## Question

In a crystal of Al₃Cu the copper atom is shifted by up to 0.1 Å along a cube edge while the aluminium atoms and the cell stay fixed. The cell holds a single Cu atom, so all copper atoms of the crystal move together. The undisturbed crystal has the Cu₃Au structure, with space group Pm-3m; with the copper shifted, the symmetry is only tetragonal, although the cell keeps its cubic shape. The largest shift costs about 10 meV and raises the pressure by about 0.2 GPa.

Al₃Cu (Cu₃Au type, 4-atom cubic cell, a = 3.892 Å) with the Cu atom shifted along [001] and all else fixed, calculated with Ansatz 0.2.0: plane-wave PAW DFT, PBEsol, scalar-relativistic, no spin polarisation, cutoff 420 eV, 12×12×12 k mesh, Gaussian smearing of 0.15 eV. Energies are free energies relative to the unshifted cell; pressure is positive in compression.

```
displacement (Å)  energy change (eV a cell)  force along direction (eV/Å summed over the moved atoms)  pressure (GPa)
          -0.100                      0.009                                                     0.189            0.17
         -0.0333                      0.001                                                     0.062            0.01
               0                      0.000                                                     0.000           -0.01
          0.0167                      0.000                                                    -0.031           -0.01
          0.0500                      0.002                                                    -0.093            0.04
          0.0667                      0.004                                                    -0.125            0.07
          0.0833                      0.006                                                    -0.157            0.12
```

A positive pressure means that the cell would expand if it were released. Yet its volume is the same in every row, and the Cu atom leaves as much room behind it as it takes up in front. Two explanations are on offer:

- **Crowding.** The Cu atom is pushed into its neighbours, so its contacts become shorter and the crystal is squeezed.
- **Springs.** The energy follows a parabola, so the contacts act as ideal springs, and strained springs press on the cell.

(a) Does the crowding explanation survive a look at the twelve Cu–Al distances?

(b) What pressure would ideal springs give at a shift of 0.1 Å?

(c) What does the calculated pressure reveal about the bonding that the energy curve hides?

## Model answer

**(a)** Each Cu atom has twelve Al neighbours at 2.75 Å. Four lie ahead of the shift, four behind it and four beside it. At the largest shift the contacts ahead have shrunk to 2.68 Å, but those behind have grown to 2.82 Å. The contacts beside the atom become slanted and therefore slightly longer.

The mean of the twelve distances thus increases, by about 0.001 Å. The crystal is no more crowded than before, if crowding means shorter contacts on average. The rise in pressure needs another cause, for example contacts that respond differently to shortening and to lengthening.

**(b)** The pressure depends on how the energy of the shifted atom would change if the whole cell were stretched a little. If stretching lowers this energy, the cell pushes outwards. If stretching raises it, the cell pulls inwards. The shift is stretched along with the cell, which by itself raises the energy. The cell therefore pushes outwards only if the Cu atom is held sufficiently more softly in a larger cell.

Let u be the displacement, V the volume of the cell and E = ½ku² the energy change, where k is the force constant that holds the Cu atom in place. Suppose that k varies with volume as Vⁿ. In a uniform stretch u grows with the cell edge, so u² grows as V^(2/3) and E as V^(n + 2/3). The pressure rise P is minus the derivative of E with respect to V:

P = −(n + 2/3) E/V

For ideal springs n follows from geometry. Take twelve springs of stiffness κ, all at their natural length in the undisturbed crystal, and stretch the cell edge by a small fraction ε. Each spring is now under tension, and a taut spring also resists sideways motion, as a guitar string does. Summed over the twelve directions, k = κ(4 + 8ε).

An edge longer by 1 % therefore makes k larger by 2 %. The volume has grown by 3 %, so n = +2/3 and P = −(4/3) E/V. With E = 0.0094 eV, V = 59 Å³ and 1 eV/Å³ = 160 GPa, the estimate for a shift of 0.1 Å is

P = −1.33 × 0.0094 / 59 × 160 GPa ≈ −0.03 GPa

Ideal springs would pull the cell inwards. The calculated rise is +0.19 GPa, which is opposite in sign and more than five times as large. The same contradiction appears at every displacement.

**(c)** The formula can be read backwards. One coefficient, fitted to all seven rows, links pressure and energy: PV = 7.35 E. Hence n = −(7.35 + 0.67) ≈ −8. In a cell that is larger by 1 % in volume, the Cu atom would be held about 8 % more softly.

Contacts that stiffen as they shorten can produce this behaviour. Let a contact shortened by δ push with a force κδ + gδ², where g measures the stiffening. A contact lengthened by δ then pulls with only κδ − gδ². The push ahead exceeds the pull behind by 2gδ², and this excess presses the cell outwards.

The energy along the line hides the effect. Stiffening adds gδ³/3 to the energy of a shortened contact and takes nearly the same amount from a lengthened one, so the two parts almost cancel. What remains is a very good parabola: at 0.1 Å the next term is only about 1 % of the quadratic one. The symmetry of the site removes the cubic term from the energy curve, and the quartic term turns out to be small. The curve therefore looks harmonic, while the contacts themselves need not be.

## Remarks on the reasoning

**Why crowding is tempting.** The explanation is half right, because the contacts ahead of the atom do push harder. It forgets the contacts behind, where the lengthening has the opposite effect. A good answer counts both and then asks why they fail to balance. Merely saying that the atoms come closer earns little credit.

**What the quadratic rise proves.** Doubling the displacement from 0.05 to 0.1 Å makes the pressure rise four times as large. This may look like evidence for the formula in (b). It is weak evidence, since shifts up and down are equivalent by symmetry and any smooth pressure must then start as u². For the same reason, the close fit of pressure to energy doesn't identify a cause. What decides against the ideal springs is the sign.

**Can the springs be rescued?** A careful student may object that contacts in a metal needn't be at their natural length. The forces on the Al atoms support the objection. With the Cu atom shifted by −0.1 Å, the Al atom beside it is pushed the opposite way with about 0.03 eV/Å, whereas springs at natural length would leave it almost free of force. A strut under compression behaves like this, because it tends to buckle sideways.

The repaired model takes the stiffness along and across a contact from these forces, and assigns them entirely to the nearest Cu–Al contacts. It gives about −0.04 GPa at the largest shift, slightly further from the calculated value than before. Stretching the cell relieves the compression, and with it the tendency to buckle, so the Cu atom would again be held more stiffly. The missing ingredient is a stiffness that itself changes with distance or volume.

**How far the numbers reach.** The pressure fixes how the force constant changes with volume, provided that the energy is close to a parabola, as it is here. The value n ≈ −8 was obtained at one volume only. Repeating the scan in a slightly larger cell would test it directly: for 1 % more volume, k should fall from 1.86 to about 1.7 eV/Å².

The origin of the softening is less certain. Direct repulsion between neighbouring atoms stiffens as they approach, and the conduction electrons that help to bind the crystal also respond to a change of volume. Both enter the calculated pressure, and the table can't separate them. Why the exponent is so large therefore stays open.

**Where the idea is useful.** The same mechanism underlies ordinary thermal expansion. Vibrating atoms are displaced atoms, and if their force constants fall as the crystal grows, their motion pushes the cell outwards. For another crystal the question to ask is therefore whether an atom is held more softly or more stiffly after a small expansion, and the shape of the energy curve at one volume doesn't answer it. An expansion coefficient would need all the vibrations of the crystal. The shift studied here isn't itself one of them, because the forces on the aluminium atoms would set these moving too.

The printed output after this text compares the pressures of the two spring models and of the fitted relation row by row.

Output of the analysis:

```
Cu-Al distance without shift, Å: 2.752
shortest Cu-Al distance at the largest shift, Å: 2.682
longest Cu-Al distance at the largest shift, Å: 2.824
change of the mean of the twelve Cu-Al distances at the largest shift, Å: 0.001211
pressure rise at 0.1 Å over that at 0.05 Å: 3.999
pressure x volume over energy, springs at rest length: -1.333
pressure x volume over energy, springs under initial compression: -1.662
fit of en on 7 rows: coefficient of u2 0.9291 +/- 1.2e-05, coefficient of u4 0.8681 +/- 0.0014; rms 3.53e-08, worst 0.0833 6.47e-08, leave-one-out rms 1.15e-07
force constant of the Cu shift, eV/Å²: 1.858
quartic part of the energy at 0.1 Å, percent of the quadratic part: 0.9344
fit of pv on 7 rows: coefficient of en 7.35 +/- 0.0067; rms 7.75e-05, worst -0.1 0.00012, leave-one-out rms 0.000127
exponent n in force constant proportional to volume to the power n: -8.016
change of force constant for 1 percent more volume, percent: -7.667
Pressure rise in GPa:
      row  calculated  rest_springs  compressed_springs  volume_dependent_k
     -0.1       0.187      -0.03398            -0.04236              0.1873
  -0.0333     0.02074     -0.003737           -0.004658              0.0206
      0.0           0             0                   0                   0
   0.0167    0.005216    -0.0009392           -0.001171            0.005177
     0.05     0.04676     -0.008436            -0.01052              0.0465
   0.0667     0.08321      -0.01504            -0.01875             0.08291
   0.0833      0.1298      -0.02351            -0.02931              0.1296
```
